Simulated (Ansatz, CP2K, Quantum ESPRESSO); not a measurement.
**Y: programs and potentials compared**

```
Y
1.0
     3.64740    0.00000    0.00000
    -1.82370    3.15874    0.00000
     0.00000    0.00000    5.73060
Y
2
Cartesian
  1.8237 1.0529 4.2980
  0.0000 2.1058 1.4326
```

Alike in all runs: task single point; functional PBEsol; k mesh 8 × 8 × 5; occupations fermi-dirac, width 0.05 eV; no spin polarisation; no spin-orbit coupling. Pressure is positive in compression and, in plane waves, holds the error of the finite cutoff, which Ansatz's Pulay term estimates and takes out.

```
                                      program and potentials  plane-wave cutoff (eV)                                                 notes  pressure (GPa)
                                          Ansatz, Ansatz PAW                     420  potentials made for PBE, which Ansatz adapts in part           -2.03
CP2K, POTENTIAL_UZH Y GTH-PBE-q11; TZVP-MOLOPT-PBE-GTH basis                       -                 atomic basis; potentials made for PBE           -1.89
                           Quantum ESPRESSO, GBRV 1.5 PBEsol                     612                                                     -           -2.06
              Ansatz, all-electron LAPW, scalar-relativistic                       -                                                     -           -2.03
```

The pressure spans -2.06 (Quantum ESPRESSO, GBRV 1.5 PBEsol) to -1.89 GPa (CP2K, POTENTIAL_UZH Y GTH-PBE-q11; TZVP-MOLOPT-PBE-GTH basis), with all-electron results at -2.03. Rows in atomic bases carry the error of their basis and grid, which can be large.

The functional is the same throughout but for its coding, so the spread measures potentials, basis and numerics; runs on potential files found faulty are left out.
